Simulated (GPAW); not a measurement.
# TePb (Pm-3m) in GPAW: single point with LDA

Aim: the single point of TePb with LDA.

Program: GPAW 26.7.0. These are calculated values, not measurements. Logs are shortened: lines on timing, memory, paths and dates and some standing lists are left out, and cuts for length are marked. The log counts tension as positive stress, the text compression.

### Step 1. The crystal as given

Symmetry: Pm-3m, No. 221, cubic system. Conventional cell: a = 4.002 Å, b = 4.002 Å, c = 4.002 Å, α = 90.00°, β = 90.00°, γ = 90.00°. Around Pb (site symmetry m-3m) lie 8 Te at 3.47 Å. Around Te (site symmetry m-3m) lie 8 Pb at 3.47 Å.

Measurements of this composition are mostly on another form, of space group No. 225.

### Step 2. Single point, LDA

Contents of run.py:

```python
from ase.dft.bandgap import bandgap
from ase.io import read, write
from ase.units import GPa
from gpaw import GPAW, PW

atoms = read('POSCAR')

calc = GPAW(mode=PW(450),
            xc='LDA',
            kpts={'size': (6, 6, 6), 'gamma': True},
            occupations={'name': 'fermi-dirac', 'width': 0.05},
            nbands=19,
            maxiter=120,
            txt='gpaw.txt')
atoms.calc = calc
energy = atoms.get_potential_energy()
forces = atoms.get_forces()
stress = atoms.get_stress()
calc.write('gs.gpw')
write('result.traj', atoms)
print(f'Energy: {energy:.6f} eV')
print('Forces (eV/A):')
print(forces.round(4))
print('Stress (GPa):', (stress / GPa).round(3))
print('Fermi level:', round(calc.get_fermi_level(), 4), 'eV')
print(f'Gap: {bandgap(calc)[0]:.4f} eV, direct: {bandgap(calc, direct=True)[0]:.4f} eV')
```

Contents of POSCAR:

```
TePb
1.0
    4.0022870000      0.0000000000      0.0000000000
    0.0000000000      4.0022870000      0.0000000000
    0.0000000000      0.0000000000      4.0022870000
Pb Te
1 1
Direct
    0.0000000000      0.0000000000      0.0000000000
    0.5000000000      0.5000000000      0.5000000000
```

Potentials or basis: the program's PAW data sets (release 1.2.1) made for this functional, pw.

On the command line:

```console
OMP_NUM_THREADS=1 python run.py
```

gpaw.txt:

```text
__  _  _
 | _ |_)|_||  |
 |__||  | ||/\| - 26.7.0

Input parameters:
  mode=PW(ecut=450.00000000000006),
  kpts=MonkhorstPack(size=(6, 6, 6), gamma=True),
  maxiter=120,
  nbands=19,
  occupations=Occupations(name='fermi-dirac', width=0.05),
  xc=XC(name='LDA')

Diagonalizing LCAO Hamiltonian
Converting LCAO to pw mode
   .---------.
  /|         |
 * |         |
 | |         |
 | |   Te    |
 | .---------.
 |/         /
 Pb--------*

Atoms  # Å, Bohr magnetons
|   | symbol |        x |        y |        z |    initial magnetic moments |
|---|--------|----------|----------|----------|-----------------------------|
| 0 |     Pb | 0.000000 | 0.000000 | 0.000000 | ( 0.0000,  0.0000,  0.0000) |
| 1 |     Te | 2.001143 | 2.001143 | 2.001143 | ( 0.0000,  0.0000,  0.0000) |

Unit cell  # Å
| periodic |        x |        y |        z |  lengths |    angles |
|----------|----------|----------|----------|----------|-----------|
|      yes | 4.002287 | 0.000000 | 0.000000 | 4.002287 | 90.000000 |
|      yes | 0.000000 | 4.002287 | 0.000000 | 4.002287 | 90.000000 |
|      yes | 0.000000 | 0.000000 | 4.002287 | 4.002287 | 90.000000 |

Number of symmetries: 48
Symmetry operations  # r_c * U_cc + t_c -> r_c
|    | kind |            matrix            |
|----|------|------------------------------|
|  0 |  E   |  1, 0, 0,  0, 1, 0,  0, 0, 1 |
|  1 |  σ   |  1, 0, 0,  0, 1, 0,  0, 0,-1 |
|  2 |  σ   |  1, 0, 0,  0, 0, 1,  0, 1, 0 |
|  3 |  C4  |  1, 0, 0,  0, 0, 1,  0,-1, 0 |
|  4 |  C4  |  1, 0, 0,  0, 0,-1,  0, 1, 0 |
|  5 |  σ   |  1, 0, 0,  0, 0,-1,  0,-1, 0 |
|  6 |  σ   |  1, 0, 0,  0,-1, 0,  0, 0, 1 |
|  7 |  C2  |  1, 0, 0,  0,-1, 0,  0, 0,-1 |
|  8 |  σ   |  0, 1, 0,  1, 0, 0,  0, 0, 1 |
|  9 |  C2  |  0, 1, 0,  1, 0, 0,  0, 0,-1 |
| 10 |  C3  |  0, 1, 0,  0, 0, 1,  1, 0, 0 |
| 11 |  S6  |  0, 1, 0,  0, 0, 1, -1, 0, 0 |
| 12 |  S6  |  0, 1, 0,  0, 0,-1,  1, 0, 0 |
| 13 |  C3  |  0, 1, 0,  0, 0,-1, -1, 0, 0 |
| 14 |  C4  |  0, 1, 0, -1, 0, 0,  0, 0, 1 |
| 15 |  S4  |  0, 1, 0, -1, 0, 0,  0, 0,-1 |
| 16 |  C3  |  0, 0, 1,  1, 0, 0,  0, 1, 0 |
| 17 |  S6  |  0, 0, 1,  1, 0, 0,  0,-1, 0 |
| 18 |  σ   |  0, 0, 1,  0, 1, 0,  1, 0, 0 |
| 19 |  C4  |  0, 0, 1,  0, 1, 0, -1, 0, 0 |
| 20 |  C2  |  0, 0, 1,  0,-1, 0,  1, 0, 0 |
| 21 |  S4  |  0, 0, 1,  0,-1, 0, -1, 0, 0 |
| 22 |  S6  |  0, 0, 1, -1, 0, 0,  0, 1, 0 |
| 23 |  C3  |  0, 0, 1, -1, 0, 0,  0,-1, 0 |
| 24 |  S6  |  0, 0,-1,  1, 0, 0,  0, 1, 0 |
| 25 |  C3  |  0, 0,-1,  1, 0, 0,  0,-1, 0 |
| 26 |  C4  |  0, 0,-1,  0, 1, 0,  1, 0, 0 |
| 27 |  σ   |  0, 0,-1,  0, 1, 0, -1, 0, 0 |
| 28 |  S4  |  0, 0,-1,  0,-1, 0,  1, 0, 0 |
| 29 |  C2  |  0, 0,-1,  0,-1, 0, -1, 0, 0 |
| 30 |  C3  |  0, 0,-1, -1, 0, 0,  0, 1, 0 |
| 31 |  S6  |  0, 0,-1, -1, 0, 0,  0,-1, 0 |
| 32 |  C4  |  0,-1, 0,  1, 0, 0,  0, 0, 1 |
| 33 |  S4  |  0,-1, 0,  1, 0, 0,  0, 0,-1 |
| 34 |  S6  |  0,-1, 0,  0, 0, 1,  1, 0, 0 |
| 35 |  C3  |  0,-1, 0,  0, 0, 1, -1, 0, 0 |
| 36 |  C3  |  0,-1, 0,  0, 0,-1,  1, 0, 0 |
| 37 |  S6  |  0,-1, 0,  0, 0,-1, -1, 0, 0 |
| 38 |  σ   |  0,-1, 0, -1, 0, 0,  0, 0, 1 |
| 39 |  C2  |  0,-1, 0, -1, 0, 0,  0, 0,-1 |
| 40 |  σ   | -1, 0, 0,  0, 1, 0,  0, 0, 1 |
| 41 |  C2  | -1, 0, 0,  0, 1, 0,  0, 0,-1 |
| 42 |  C2  | -1, 0, 0,  0, 0, 1,  0, 1, 0 |
| 43 |  S4  | -1, 0, 0,  0, 0, 1,  0,-1, 0 |
| 44 |  S4  | -1, 0, 0,  0, 0,-1,  0, 1, 0 |
| 45 |  C2  | -1, 0, 0,  0, 0,-1,  0,-1, 0 |
| 46 |  C2  | -1, 0, 0,  0,-1, 0,  0, 0, 1 |
| 47 |  i   | -1, 0, 0,  0,-1, 0,  0, 0,-1 |

BZ-sampling:
  Number of BZ points: 216
  Number of IBZ points: 20

  Monkhorst-Pack size: [6, 6, 6]
  Monkhorst-Pack shift: [0.08333333333333333, 0.08333333333333333, 0.08333333333333333]

K-points  # in reciprocal-cell coordinates
|     |                                coordinates |     weight |
|-----|--------------------------------------------|------------|
|   0 | (  0.00000000,   0.00000000,   0.00000000) | 0.00462963 |
|   1 | (  0.16666667,   0.00000000,   0.00000000) | 0.02777778 |
|   2 | (  0.16666667,   0.16666667,   0.00000000) | 0.05555556 |
|   3 | (  0.16666667,   0.16666667,   0.16666667) | 0.03703704 |
|   4 | (  0.33333333,   0.00000000,   0.00000000) | 0.02777778 |
|   5 | (  0.33333333,   0.16666667,   0.00000000) | 0.11111111 |
|   6 | (  0.33333333,   0.16666667,   0.16666667) | 0.11111111 |
|   7 | (  0.33333333,   0.33333333,   0.00000000) | 0.05555556 |
|   8 | (  0.33333333,   0.33333333,   0.16666667) | 0.11111111 |
|   9 | (  0.33333333,   0.33333333,   0.33333333) | 0.03703704 |
| ... |                                            |            |
|  19 | (  0.50000000,   0.50000000,   0.50000000) | 0.00462963 |

Plane wave coefficients: 1409
Cutoff: 450.00000000000006 eV

Spin-components: 1 (collinear spins)
Bands:           19
Projectors:      11
Spin-degeneracy: 2
Datatype:        complex128

Parallelization:
  kpt:    1
  domain: 1
  band:   1

Density:
  Valence electrons: 20.0
  Components: 1
  Grid points: [20 20 20]
  Charge: 0.0  # |e|

Potential:
  Grid points: [20 20 20]

species:
  Pb:
    name:    Lead
    Z:       82.0
    valence: 14
    core:    68
    charge:  0.0  # [|e|]
    compensation charges:
      type: gauss
      rc: 0.38  # [Å]
      lmax: 2
    cutoffs:
      filter: 2.36  # [Å]
      core: 2.43  # [Å]
    projectors
    | kind |    occ | energy [eV] | rcut [Å] |
    |------|--------|-------------|----------|
    |   6s |  2.000 |     -12.249 |    1.259 |
    |   6p |  2.000 |      -3.713 |    1.275 |
    |   5d | 10.000 |     -21.326 |    1.217 |
    |    s |        |      14.962 |    1.259 |
    |    p |        |      23.498 |    1.275 |
    |    d |        |       5.885 |    1.217 |

    Using partial waves for Pb as LCAO basis

  Te:
    name:    Tellurium
    Z:       52.0
    valence: 6
    core:    46
    charge:  0.0  # [|e|]
    compensation charges:
      type: gauss
      rc: 0.36  # [Å]
      lmax: 2
    cutoffs:
      filter: 2.09  # [Å]
      core: 3.17  # [Å]
    projectors
    | kind |    occ | energy [eV] | rcut [Å] |
    |------|--------|-------------|----------|
    |   5s |  2.000 |     -15.337 |    1.180 |
    |   5p |  4.000 |      -6.113 |    1.196 |
    |    s |        |      11.875 |    1.180 |
    |    p |        |      21.098 |    1.196 |
    |    d |        |       0.000 |    1.238 |

    Using partial waves for Te as LCAO basis

Reference energy: -751608.429774  # eV

eigensolver:
  PPCG
  Converge bands: occupied
  niter=2

density mixing:
  MSR1-Mixer
  Pratt-step length: 0.05
  Maximum mixing coefficient: 0.75
  Old densities: 10
  SVD Regularization: 0.005
  Good broyden scale: 1.0
  Trust region scale: 1.0
  Backstep threshold: 4.0
  History deletion threshold: 6.0
  Fourier metric: weight=20.0, sigma=0.015

occupation numbers:
  Fermi-Dirac:
    width: 0.0500  # eV

poisson solver:
  ecut: 3600.0000000000005  # eV

xc functional:
  name: None

convergence criteria:
- Maximum [total energy] change in last 3 cyles: 0.0005 eV / valence electron
- Maximum integral of absolute [dens]ity change: 0.0001 electrons / valence electron
- Maximum integral of absolute [eigenst]ate change: 4e-08 eV^2 / valence electron
maximum number of iterations: 120

SCF iterations
|iter     | |      energy | eigst |  dens |
|---------|-|-------------|-------|-------|
|iter:   1| |   -8.770036 | -0.25 |       |
|iter:   2| |   -8.729474 | -2.12 | -1.33 |
|iter:   3| |   -8.608215 | -2.26 | -1.39 |
|iter:   4| |   -8.605803 | -4.11 | -1.94 |
|iter:   5| |   -8.605288c| -4.80 | -2.33 |
|iter:   6| |   -8.605286c| -6.05 | -3.24 |
|iter:   7| |   -8.605289c| -7.00 | -3.73 |
|iter:   8| |   -8.605289c| -7.58c| -4.77c|

Converged in 8 steps
Energy contributions relative to reference atoms: (reference = -751608.429774)

Energy contributions:
  Kinetic:           8.796774
  Coulomb:         -10.016263
  Zero:              0.114401
  External:          0.000000
  Xc:               -7.495299
  Entropy:          -0.009803
  Spinorbit:         0.000000
  ----------------------------
  Free energy:      -8.610191
  Extrapolated:     -8.605289

dipole moment: (-16.970630, -16.970630, -16.970630)  # |e|*Ang

Fermi level: 6.084
Eigenvalues  # (at kpt = [0.000, 0.000, 0.000])
| band index |      eig [eV] | occ [0-2] |
|------------|---------------|-----------|
|          0 |       -10.909 |     2.000 |
|        ... |               |           |
|          2 |       -10.832 |     2.000 |
|          3 |       -10.832 |     2.000 |
|          4 |       -10.832 |     2.000 |
|          5 |        -6.112 |     2.000 |
|          6 |        -0.754 |     2.000 |
|          7 |         4.502 |     2.000 |
[... 9 lines left out ...]
|         17 |        17.365 |     0.000 |
|         18 |        17.366 |     0.000 |

No gap
No difference between direct/indirect transitions

Forces  # eV/Ang
|        x |        y |        z |
|----------|----------|----------|
|  0.00000 |  0.00000 |  0.00000 |  # Pb   0
| -0.00000 | -0.00000 | -0.00000 |  # Te   1

Stress tensor  # eV/Ang^3
|        x |        y |        z |
|----------|----------|----------|
| 0.031508 | 0.000000 | 0.000000 |
| 0.000000 | 0.031508 | 0.000000 |
| 0.000000 | 0.000000 | 0.031508 |

# Writing to gs.gpw (mode='')
```

Wall time 6.7 s (1 thread of Arm Neoverse V1, shared host); peak memory 0.14 GiB.

What came out:

```yaml
Free_energy: -8.6102 eV
Pressure: -5.0 GPa
Band_gap_on_the_k_mesh: none (metal or under the smearing width)
```

Levels at points of the mesh, in eV from the Fermi level:
| k point | band 8 | band 9 | band 10 | band 11 | band 12 | band 13 |
| --- | --- | --- | --- | --- | --- | --- |
| (0.00, 0.00, 0.00) | -1.58 | -1.58 | -1.58 | 4.08 | 4.08 | 5.13 |
| (0.50, 0.00, 0.00) | -0.77 | -0.16 | -0.16 | 0.09 | 2.26 | 2.26 |
| (0.50, 0.50, 0.00) | -4.39 | -4.39 | 0.20 | 3.41 | 3.62 | 3.62 |
| (0.50, 0.50, 0.50) | -2.45 | -2.45 | -2.45 | -1.08 | -1.08 | -1.08 |

Caveat: the cutoff is short for stress and forces, so pressures can be off by a GPa or more.
